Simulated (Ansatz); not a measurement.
An input for Ansatz 0.2.0 (Fe):

The input input.yaml:

```yaml
crystal:
  lattice:
    - [2.4341575853, 0.0, 0.0]
    - [-1.2170787927, 2.1080423057, 0.0]
    - [0.0, 0.0, 3.84193447]
  atoms:
    - { symbol: Fe, position: [0.6666666667, 0.3333333333, 0.75], spin: 3.0 }
    - { symbol: Fe, position: [0.3333333333, 0.6666666667, 0.25], spin: 3.0 }
hamiltonian:
  xc: lc_wpbe
  pseudopotentials: { kind: paw }
magnetization:
  spin_polarized: true
kpoints:
  mp_grid: { grid: [7, 7, 4] }
  band_path:
    path:
      - [[0.0, 0.0, 0.0], [0.5, 0.0, 0.0], [0.3333333333, 0.3333333333, 0.0], [0.0, 0.0, 0.0], [0.0, 0.0, 0.5], [0.5, 0.0, 0.5], [0.3333333333, 0.3333333333, 0.5], [0.0, 0.0, 0.5]]
      - [[0.5, 0.0, 0.5], [0.5, 0.0, 0.0]]
      - [[0.3333333333, 0.3333333333, 0.0], [0.3333333333, 0.3333333333, 0.5]]
    npoints: 4
scf:
  occupations: { method: fermi_dirac, width: 0.05 }
  n_extra_bands: 6
output:
  forces: true
  stress: true
  eigenvalues: true
  fatbands: false
```

Potentials or basis: Ansatz PAW.

Launch:

```sh
$ ansatz run input.yaml --threads 2 --pin off --max-ram 5632MiB --backend cpu --events-out ev --progress --plain --runs-dir out
```

What does the program do with it?

The run stopped without a result. It printed:

Output:

```text
Error: kpoints.band_path / output.eigenstates.kpoints / output.eigenstates.nscf_kmesh / output.wannier / output.states_by_energy / output.dos.nscf_kmesh / output.optics.nscf_kmesh / output.boltztrap / output.local_orbitals.kmesh / output.polarization (unless states: scf) / output.orbitals (by a pass of its own) / gw: / phonons.commensurate_couplings.mesh / output.given_orbital_levels with hamiltonian.xc: <exact exchange of several ranges> with hamiltonian.xc: <exact exchange that reaches to infinity> — behind a hybrid SCF this pass is solved under, or applies, the exchange operator itself, at k-points off the SCF's mesh, which is served of several ranges of exact exchange only where none reaches to infinity: one that does (lc_wpbe's) diverges towards zero momentum transfer, and no level off the mesh has been held to a reference under several; use a hybrid whose last range ends, as hiss, or one of one range, or do without the pass
```
